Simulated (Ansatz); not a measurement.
## Which functional gave which column?

MoS₂ in space group R3m was relaxed by PAW and its dielectric response and Born charges by linear response (direction means) computed by PAW on Ansatz 0.2.0's default frozen-core files (fitted under PBE), scalar-relativistic, once under each of LDA, PBEsol, r²SCAN.

```
        quantity                        A                        B                        C
volume (Å³/atom)                    19.03                    16.90                    17.91
            cell  a = 3.185, c = 19.492 Å  a = 3.126, c = 17.972 Å  a = 3.143, c = 18.844 Å
              ε∞                    11.01                    13.03                    11.93
    largest |Z*|                   0.70 e                   1.05 e                   0.95 e
              ε₀                     11.1                     13.2                     12.1
```

Problem. Which column belongs to which functional?

Solution. A is r²SCAN, B is LDA, C is PBEsol. The volumes rise from LDA over PBEsol to r²SCAN here. LDA's overbinding makes it the smallest as a rule; the order of the other two is common but has exceptions.

Settings: (A) k mesh 8×8×8, fixed occupations, cutoff 500 eV. (B) k mesh 6×6×6, fixed occupations, cutoff 420 eV. (C) k mesh 8×8×8, fixed occupations, cutoff 420 eV.

Keep in mind: frozen-core PAW files fitted under PBE, their cores solved anew for the functional of the run; no dispersion correction, so the spacing and stiffness between layers or molecules are poor; zone-boundary modes aren't tested; field response not resolved by the mesh.
